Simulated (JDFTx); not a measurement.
# SnO (P4/nmm) in JDFTx: further runs

Aim: see how the results for SnO move with the level of theory and the settings. Levels: r2SCAN, PBEsol, LDA. Tasks: single point.

Everything below comes from runs of JDFTx 1.7.0 (patched build). Logs are shortened: lines on timing, memory, paths and dates and some standing lists are left out, and cuts for length are marked. The log counts tension as positive stress, the text compression.

## (1) The crystal as given

It takes space group P4/nmm (No. 129, tetragonal). The conventional cell has a = 3.814 Å, b = 3.814 Å, c = 4.887 Å, α = 90.00°, β = 90.00°, γ = 90.00°. Sn (site symmetry 4mm) is surrounded by 4 O at 2.23 Å. O (site symmetry -4m2) is surrounded by 4 Sn at 2.23 Å.

The cell is a database's computed one.

## (2) Single point, r2SCAN

The input, SnO.in:

```
lattice \
    3.8136952200     0.0000000000     0.0000000000 \
    0.0000000000     3.8136952200     0.0000000000 \
    0.0000000000     0.0000000000     4.8869133000
latt-scale 1.889726124626 1.889726124626 1.889726124626
coords-type Lattice
ion Sn     0.5000000000     0.0000000000     0.7646261400 1
ion Sn     0.0000000000     0.5000000000     0.2353738600 1
ion O      0.0000000000     0.0000000000     0.0000000000 1
ion O      0.5000000000     0.5000000000     0.0000000000 1

ion-species pseudo/Sn.upf
ion-species pseudo/O.upf
elec-cutoff 50 400
elec-ex-corr mgga-x-r2scan mgga-c-r2scan
kpoint-folding 3 3 2
elec-smearing Fermi 0.0018374661
elec-n-bands 27
electronic-SCF nIterations 100 energyDiffThreshold 1e-09
electronic-minimize nIterations 30 energyDiffThreshold 1e-7
converge-empty-states yes
forces-output-coords Cartesian

dump-name run.$VAR
dump End Ecomponents EigStats BandEigs Kpoints Forces Stress ElecDensity KEdensity
```

Potentials or basis: SG15-PBE-1.2 with smoothed tails.

On the command line:

```sh
jdftx -c 1 -i SnO.in -o SnO.out
```

Standard output:

```text
*************** JDFTx 1.7.0 (patched build) ***************

Input parsed successfully to the following command list (including defaults):
[... the input with its defaults ...]

---------- Setting up symmetries ----------

Found 16 point-group symmetries of the bravais lattice
Found 16 space-group symmetries with basis
Applied RMS atom displacement 0 bohrs to make symmetries exact.

---------- Initializing the Grid ----------
R =
[      7.20684            0            0  ]
[            0      7.20684            0  ]
[            0            0      9.23493  ]
unit cell volume = 479.649
G =
[   0.871836          0          0  ]
[          0   0.871836          0  ]
[          0          0   0.680372  ]
Minimum fftbox size, Smin = [  68  68  84  ]
Chosen fftbox size, S = [  70  70  84  ]

---------- Initializing tighter grid for wavefunction operations ----------
R =
[      7.20684            0            0  ]
[            0      7.20684            0  ]
[            0            0      9.23493  ]
unit cell volume = 479.649
G =
[   0.871836          0          0  ]
[          0   0.871836          0  ]
[          0          0   0.680372  ]
Minimum fftbox size, Smin = [  48  48  60  ]
Chosen fftbox size, S = [  48  48  60  ]

---------- Exchange Correlation functional ----------
Initialized LibXC exchange functional 'Re-regularized SCAN exchange by Furness et al'
Initialized LibXC correlation functional 'Re-regularized SCAN correlation by Furness et al'

---------- Setting up pseudopotentials ----------
Width of ionic core gaussian charges (only for fluid interactions / plotting) set to 0

Reading pseudopotential file 'pseudo/Sn.upf':
  'Sn' pseudopotential, 'PBE' functional
  Generated using ONCVPSP code by D. R. Hamann
  14 valence electrons, 0 orbitals, 6 projectors, 602 radial grid points, with lMax = 2
  Core radius for overlap checks: 2.76 bohrs.

Reading pseudopotential file 'pseudo/O.upf':
  'O' pseudopotential, 'PBE' functional
  Generated using ONCVPSP code by D. R. Hamann
  6 valence electrons, 0 orbitals, 4 projectors, 602 radial grid points, with lMax = 1
  Core radius for overlap checks: 1.29 bohrs.

Initialized 2 species with 4 total atoms.

Folded 1 k-points by 3x3x2 to 18 k-points.

---------- Setting up k-points, bands, fillings ----------
Reduced to 6 k-points under symmetry.
Computing the number of bands and number of electrons
Calculating initial fillings.
nElectrons:  40.000000   nBands: 27   nStates: 6

----- Setting up reduced wavefunction bases (one per k-point) -----
average nbasis = 8108.167 , ideal nbasis = 8099.761

---------- Setting up ewald sum ----------
Optimum gaussian width for ewald sums = 2.478608 bohr.
Real space sum over 1089 unit cells with max indices [  5  5  4  ]
Reciprocal space sum over 2535 terms with max indices [  6  6  7  ]

---------- Allocating electronic variables ----------
Initializing wave functions:  (No orbitals for LCAO)  bandwidth-limited random numbers

Setting the auxilliary hamiltonian equal to the subspace hamiltonian.

-------- Electronic minimization -----------
Will mix electronic and kinetic density at each iteration.
	FillingsUpdate:  mu: +1.609139970  nElectrons: 40.000000
	FillingsUpdate:  mu: -0.252932860  nElectrons: 40.000000
SCF: Cycle:  0   F: -128.727504446184582   dF: -3.718e+01   |Residual|: 5.055e+00   |deigs|: 1.586e+00
	FillingsUpdate:  mu: -0.230670936  nElectrons: 40.000000
SCF: Cycle:  1   F: -144.151340064939291   dF: -1.542e+01   |Residual|: 9.180e+00   |deigs|: 2.765e-01
	FillingsUpdate:  mu: -0.461614915  nElectrons: 40.000000
SCF: Cycle:  2   F: -141.487744820787526   dF: +2.664e+00   |Residual|: 1.669e+01   |deigs|: 4.544e-01
	FillingsUpdate:  mu: -0.050518460  nElectrons: 40.000000
SCF: Cycle:  3   F: -144.828549048442028   dF: -3.341e+00   |Residual|: 1.473e+01   |deigs|: 6.281e-01
	FillingsUpdate:  mu: +0.100000000  nElectrons: 40.000000
SCF: Cycle:  4   F: -149.566339925779829   dF: -4.738e+00   |Residual|: 9.053e+00   |deigs|: 5.437e-01
	FillingsUpdate:  mu: +0.274460730  nElectrons: 40.000000
SCF: Cycle:  5   F: -150.349905966364304   dF: -7.836e-01   |Residual|: 7.309e+00   |deigs|: 1.039e-01
	FillingsUpdate:  mu: +0.483194777  nElectrons: 40.000000
SCF: Cycle:  6   F: -150.165094064152157   dF: +1.848e-01   |Residual|: 2.552e+00   |deigs|: 3.781e-01
	FillingsUpdate:  mu: +0.410945770  nElectrons: 40.000000
SCF: Cycle:  7   F: -151.737766035892207   dF: -1.573e+00   |Residual|: 1.847e+00   |deigs|: 7.229e-02
	FillingsUpdate:  mu: +0.369526013  nElectrons: 40.000000
SCF: Cycle:  8   F: -151.468009885618699   dF: +2.698e-01   |Residual|: 3.266e+00   |deigs|: 9.051e-02
	FillingsUpdate:  mu: +0.379245086  nElectrons: 40.000000
SCF: Cycle:  9   F: -151.485906123079900   dF: -1.790e-02   |Residual|: 2.828e+00   |deigs|: 3.774e-02
	FillingsUpdate:  mu: +0.374080640  nElectrons: 40.000000
SCF: Cycle: 10   F: -151.287308564716028   dF: +1.986e-01   |Residual|: 2.341e+00   |deigs|: 1.922e-02
	FillingsUpdate:  mu: +0.400010861  nElectrons: 40.000000
SCF: Cycle: 11   F: -151.633885889780629   dF: -3.466e-01   |Residual|: 1.385e+00   |deigs|: 3.700e-02
	FillingsUpdate:  mu: +0.410836339  nElectrons: 40.000000
SCF: Cycle: 12   F: -151.812123187921316   dF: -1.782e-01   |Residual|: 8.009e-01   |deigs|: 2.029e-02
	FillingsUpdate:  mu: +0.426686630  nElectrons: 40.000000
SCF: Cycle: 13   F: -151.913209217891506   dF: -1.011e-01   |Residual|: 6.010e-02   |deigs|: 2.804e-02
	FillingsUpdate:  mu: +0.426859212  nElectrons: 40.000000
SCF: Cycle: 14   F: -151.911105856670616   dF: +2.103e-03   |Residual|: 1.519e-01   |deigs|: 2.808e-03
	FillingsUpdate:  mu: +0.425879660  nElectrons: 40.000000
SCF: Cycle: 15   F: -151.913271366795868   dF: -2.166e-03   |Residual|: 8.164e-02   |deigs|: 2.458e-03
	FillingsUpdate:  mu: +0.425191780  nElectrons: 40.000000
SCF: Cycle: 16   F: -151.913752659298922   dF: -4.813e-04   |Residual|: 1.594e-02   |deigs|: 2.133e-03
	FillingsUpdate:  mu: +0.425162952  nElectrons: 40.000000
SCF: Cycle: 17   F: -151.913785070763481   dF: -3.241e-05   |Residual|: 4.067e-03   |deigs|: 6.109e-04
	FillingsUpdate:  mu: +0.425251696  nElectrons: 40.000000
SCF: Cycle: 18   F: -151.913786238374513   dF: -1.168e-06   |Residual|: 3.012e-03   |deigs|: 1.569e-04
	FillingsUpdate:  mu: +0.425333254  nElectrons: 40.000000
SCF: Cycle: 19   F: -151.913786852355514   dF: -6.140e-07   |Residual|: 1.975e-03   |deigs|: 1.953e-04
	FillingsUpdate:  mu: +0.425311800  nElectrons: 40.000000
SCF: Cycle: 20   F: -151.913787139767294   dF: -2.874e-07   |Residual|: 4.456e-04   |deigs|: 2.769e-05
	FillingsUpdate:  mu: +0.425332228  nElectrons: 40.000000
SCF: Cycle: 21   F: -151.913787183881198   dF: -4.411e-08   |Residual|: 2.126e-04   |deigs|: 3.022e-05
	FillingsUpdate:  mu: +0.425337184  nElectrons: 40.000000
SCF: Cycle: 22   F: -151.913787195963124   dF: -1.208e-08   |Residual|: 6.781e-05   |deigs|: 8.017e-06
	FillingsUpdate:  mu: +0.425339076  nElectrons: 40.000000
SCF: Cycle: 23   F: -151.913787197677266   dF: -1.714e-09   |Residual|: 7.053e-05   |deigs|: 5.099e-06
	FillingsUpdate:  mu: +0.425339901  nElectrons: 40.000000
SCF: Cycle: 24   F: -151.913787198364076   dF: -6.868e-10   |Residual|: 1.991e-05   |deigs|: 1.546e-06
	FillingsUpdate:  mu: +0.425340496  nElectrons: 40.000000
SCF: Cycle: 25   F: -151.913787198490439   dF: -1.264e-10   |Residual|: 1.299e-05   |deigs|: 5.675e-07
SCF: Converged (|Delta E|<1.000000e-09 for 2 iters).

Setting wave functions to eigenvectors of Hamiltonian
Converging empty states (this may take a while): |deigs|: 1.160e-06

# Stress tensor in Cartesian coordinates [Eh/a0^3]:
[  1.41463e-05            0            0  ]
[            0  1.41463e-05            0  ]
[            0            0  4.67997e-05  ]

# Ionic positions in lattice coordinates:
ion Sn   0.500000000000000   0.000000000000000   0.764626140000000 1
ion Sn   0.000000000000000   0.500000000000000   0.235373860000000 1
ion O   0.000000000000000   0.000000000000000   0.000000000000000 1
ion O   0.500000000000000   0.500000000000000   0.000000000000000 1

# Forces in Cartesian coordinates:
force Sn   0.000000000000000  -0.000000000000000   0.003592515799580 1
force Sn   0.000000000000000  -0.000000000000000  -0.003592515799580 1
force O   0.000000000000000  -0.000000000000000   0.000000000000000 1
force O  -0.000000000000000  -0.000000000000000   0.000000000000000 1

# Energy components:
   Eewald =     -117.0597651976335953
       EH =       37.2706142292257425
     Eloc =     -105.0630612268341650
      Enl =      -31.2694183531905594
      Exc =      -21.1049898017153197
       KE =       85.3128331537581062
-------------------------------------
     Etot =     -151.9137871963898192
       TS =        0.0000000021006217
-------------------------------------
        F =     -151.9137871984904393

IonicMinimize: Iter:   0  F: -151.913787198490439  |grad|_K:  1.467e-03
IonicMinimize: None of the convergence criteria satisfied after 0 iterations.

Dumping 'run.eigStats' ...
	eMin: -0.410568 at state 0 ( [ +0.000000 +0.000000 +0.000000 ] spin 0 )
	HOMO: +0.397792 at state 0 ( [ +0.000000 +0.000000 +0.000000 ] spin 0 )
	mu  : +0.425340
	LUMO: +0.455437 at state 4 ( [ +0.333333 +0.333333 +0.000000 ] spin 0 )
	eMax: +0.783787 at state 5 ( [ +0.333333 +0.333333 +0.500000 ] spin 0 )
	HOMO-LUMO gap: +0.057645
	Optical gap  : +0.086863 at state 0 ( [ +0.000000 +0.000000 +0.000000 ] spin 0 )
Done!
[note: mu as printed may lie anywhere between the filled and the empty levels]
```

Wall time 2.8 min (1 thread of Intel Xeon Platinum 8488C (Sapphire Rapids), shared host); peak memory 0.3 GiB.

Results:

```yaml
Free_energy: -4133.7847 eV
Pressure: -0.7 GPa
Largest_force: 0.185 eV/Å
Band_gap_on_the_k_mesh: 1.57 eV, indirect (least direct gap 2.36 eV)
```

Forces in eV/Å, atoms in the order of the input:
```
Sn   0.000  0.000  0.185
Sn   0.000  0.000 -0.185
O    0.000  0.000  0.000
O    0.000  0.000  0.000
```

Stress tensor (GPa, compression positive):
```
-0.42  0.00  0.00
 0.00 -0.42  0.00
 0.00  0.00 -1.38
```

Caveat: the k mesh is coarse (spacing up to 0.64 Å⁻¹), so the values aren't converged; meta-GGA forces are noisy on this grid; the potentials were made for another functional, which shifts forces and pressure; spin-orbit coupling is left out, which moves the levels of the heavy elements; an odd mesh through Γ misses points on the zone boundary, where band edges often lie. r2SCAN opens gaps a little over a GGA but as a rule still falls short of measured ones.

## (3) Single point, PBEsol

The input, SnO.in:

```
lattice Tetragonal 7.2068394886 9.2349277318
coords-type Lattice
ion Sn     0.5000000000     0.0000000000     0.7646261400 1
ion Sn     0.0000000000     0.5000000000     0.2353738600 1
ion O      0.0000000000     0.0000000000     0.0000000000 1
ion O      0.5000000000     0.5000000000     0.0000000000 1

ion-species pseudo/Sn.upf
ion-species pseudo/O.upf
elec-cutoff 42 336
elec-ex-corr gga-PBEsol
kpoint-folding 6 6 5
elec-smearing Fermi 0.0018374661
elec-n-bands 27
electronic-SCF nIterations 100 energyDiffThreshold 1e-09
electronic-minimize nIterations 30 energyDiffThreshold 1e-7
converge-empty-states yes
forces-output-coords Cartesian

dump-name run.$VAR
dump End Ecomponents EigStats BandEigs Kpoints Forces Stress ElecDensity
```

Potentials or basis: PseudoDojo-SR-PBEsol-0.4.1-standard with smoothed tails.

On the command line:

```sh
jdftx -c 1 -i SnO.in -o SnO.out
```

Wall time 4 min (1 thread of Arm Neoverse V2, shared host); peak memory 0.33 GiB.

Results (log left out):

| Quantity | Value |
| --- | --- |
| Free energy | -4555.9131 eV |
| Pressure | 0.0 GPa |
| Largest force | 0.168 eV/Å |
| Band gap on the k mesh | 0.13 eV, indirect (least direct gap 1.96 eV) |
| Loewdin charges | Sn +0.78; O -0.72 e |

Forces in eV/Å, atoms in the order of the input:
```
Sn   0.000  0.000 -0.168
Sn   0.000  0.000  0.168
O    0.000  0.000  0.000
O    0.000  0.000  0.000
```

Stress tensor (GPa, compression positive):
```
 0.10  0.00  0.00
 0.00  0.10  0.00
 0.00  0.00 -0.27
```

Levels at points of the mesh, in eV from the valence-band top:
```tsv
k point	band 17	band 18	band 19	band 20	band 21	band 22	band 23	band 24
(0.00, 0.00, 0.00)	-3.43	-3.13	-3.13	0.00	2.01	4.21	4.73	4.73
(0.00, 0.50, 0.00)	-4.81	-4.81	-2.64	-2.64	3.11	3.11	5.89	5.89
(0.50, 0.50, 0.00)	-2.46	-2.46	-1.84	-1.84	0.13	0.13	4.39	4.39
```

Caveat: spin-orbit coupling is left out, which moves the levels of the heavy elements; an odd mesh through Γ misses points on the zone boundary, where band edges often lie.

## (4) Single point, LDA

Changes to SnO.in since step 3:

```diff
@@ -1,2 +1,5 @@
-lattice Tetragonal 7.2068394886 9.2349277318
+lattice \
+    7.2068394886     0.0000000000     0.0000000000 \
+    0.0000000000     7.2068394886     0.0000000000 \
+    0.0000000000     0.0000000000     9.2349277318
 coords-type Lattice
@@ -10,5 +13,5 @@
 elec-cutoff 42 336
-elec-ex-corr gga-PBEsol
-kpoint-folding 6 6 5
-elec-smearing Fermi 0.0018374661
+elec-ex-corr lda-PW
+kpoint-folding 7 7 6
+elec-smearing Gauss 0.0018374661
 elec-n-bands 27
@@ -20,2 +23,2 @@
 dump-name run.$VAR
-dump End Ecomponents EigStats BandEigs Kpoints Forces Stress ElecDensity
+dump End Ecomponents EigStats BandEigs Kpoints Forces Stress
```

Potentials or basis: PseudoDojo-SR-LDA-0.4.1-standard with smoothed tails.

On the command line:

```sh
jdftx -c 1 -i SnO.in -o SnO.out
```

It took 4.8 min on 1 thread of Arm Neoverse V2, shared host; peak memory 0.41 GiB.

The run converged. Its results:

| Property | Result |
| --- | --- |
| Free energy | -4564.6158 eV |
| Pressure | -3.0 GPa |
| Largest force | 0.195 eV/Å |
| Band gap on the k mesh | 0.45 eV, indirect (least direct gap 2.00 eV) |
| Loewdin charges | Sn +0.78; O -0.72 e |

Forces in eV/Å, atoms in the order of the input:
```
Sn   0.000  0.000  0.195
Sn   0.000  0.000 -0.195
O    0.000  0.000  0.000
O    0.000  0.000  0.000
```

Stress tensor (GPa, compression positive):
```
-3.14  0.00  0.00
 0.00 -3.14  0.00
 0.00  0.00 -2.84
```

Levels at points of the mesh, in eV from the valence-band top:
```tsv
k point	band 17	band 18	band 19	band 20	band 21	band 22	band 23	band 24
(0.00, 0.00, 0.00)	-3.35	-3.05	-3.05	0.00	2.07	4.21	4.78	4.78
(0.00, 0.00, 0.50)	-3.17	-3.07	-3.07	-2.09	1.58	3.04	3.04	3.74
```

Caveat: spin-orbit coupling is left out, which moves the levels of the heavy elements; an odd mesh through Γ misses points on the zone boundary, where band edges often lie. Expect the measured gap to be larger: semilocal functionals such as LDA lack the derivative discontinuity.

[end of part 1 of 2]
